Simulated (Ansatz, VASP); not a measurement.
## Y: VASP beside Ansatz

Contents of POSCAR:

```
Y
1.0
    3.5143210000      0.0000000000      0.0000000000
    1.7571605000      3.0434912631      0.0000000000
    1.7571605000      1.0144970877      2.8694310808
Y
1
Direct
    0.0000000000      0.0000000000      0.0000000000
```

File INCAR.step1:

```
SYSTEM = Y
ALGO = Normal ; EDIFF = 1E-4
ENCUT = 520 ; GGA = PE
ISMEAR = 1 ; LASPH = .TRUE.
LCHARG = .FALSE. ; LREAL = .FALSE.
LWAVE = .TRUE. ; NBANDS = 12
NELM = 80 ; PREC = Accurate
SIGMA = 0.5
```

Contents of INCAR.step2:

```
SYSTEM = Y
ALGO = Normal ; EDIFF = 1E-6
ENCUT = 520 ; ISIF = 2
ISMEAR = 1 ; ISTART = 1
LASPH = .TRUE. ; LCHARG = .FALSE.
LMIXTAU = .TRUE. ; LREAL = .FALSE.
LWAVE = .FALSE. ; METAGGA = R2SCAN
NBANDS = 12 ; NELM = 80
PREC = Accurate ; SIGMA = 0.5
```

Contents of KPOINTS:

```
k-points
0
G
  10 10 10
  0 0 0
```

Input for Ansatz:

```yaml
crystal:
  lattice:
    - [3.514321, 0.0, 0.0]
    - [1.7571605000000003, 3.0434912630531317, 0.0]
    - [1.7571605000000003, 1.0144970876843775, 2.8694310807825065]
  atoms:
    - { symbol: "Y", position: [0.0, 0.0, 0.0] }
basis:
  ecutwfc: 500.0
kpoints:
  mp_grid:
    grid: [10, 10, 10]
hamiltonian:
  xc: r2scan
scf:
  occupations:
    method: methfessel_paxton
    width: 0.5
output:
  stress: true
```

This isn't the form of Y at room conditions, which is hcp.

Alike in both runs: task single point; functional r2SCAN; k mesh 10 × 10 × 10; occupations methfessel-paxton of order 1, width 0.5 eV; no spin polarisation.

|  | VASP | Ansatz |
| --- | --- | --- |
| version | VASP 6.6.1 | Ansatz 0.2.0 |
| potentials or method | VASP PAW PBE potentials, release 64 (Y_sv) | plane waves, PAW |
| plane-wave cutoff (eV) | 520 | 500 |
| valence electrons in the cell | 11 | 11 |

VASP gave:

```
pressure (GPa) : 3.5
```

Problem. Estimate Ansatz's values.

Solution. Pressure (GPa): 3.4.

Caveats: the PAW data sets were made with another functional, which shifts forces and pressure a little (VASP).
